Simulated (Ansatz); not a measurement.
## HfH₂: pressure against volume

HfH₂, I4/mmm, a = 3.465 Å, c = 4.307 Å. The structure is a COD entry; whether it is the stable form wasn't checked. Ansatz: r2SCAN, PAW, 500 eV, Γ-centred 16×16×16 mesh on 3 atoms, Gaussian smearing 0.10 eV; no spin polarisation. Shape and atoms are relaxed at each volume; pressure is positive in compression.

```tsv
V (Å³/atom)	P (GPa)
7.584	?
7.843	17.13
8.101	10.59
8.360	4.94
8.618	0.01
8.877	-4.27
9.135	-7.98
9.480	-12.16
```

Q: Take V0 = 8.618 Å³/atom, count pressures from its P0 = 0.01 GPa, fit the third-order Birch–Murnaghan form to the other rows, and predict the missing pressure.

A: With the Eulerian strain f = ½[(V0/V)^(2/3) − 1] and y = (P − P0)/[3f(1 + 2f)^(5/2)], the form is the line y = B0 + 1.5 B0 (B0′ − 4) f. Rows (f, y): 0.03242, 150.4; 0.02105, 151.1; 0.01023, 152.7; -0.00977, 153.4; -0.01905, 154.1; -0.03079, 154.4. Means f = 0.0006817, y = 152.68; Σ(Δf)² = 0.003002, ΣΔfΔy = -0.1940; the slope is their ratio. y = 152.7 − 64.62 f GPa, so B0 = 152.7 GPa and B0′ = 4 + 2 × (-64.62)/(3 × 152.7) = 3.72. At V = 7.584, f = 0.04447, y = 149.83 and P = 24.74 GPa. The run gave 24.66 GPa, so the fit is 0.08 GPa too high, a small miss on the scale of the series.

Spin–orbit coupling is left out, which can shift energies with elements as heavy as these.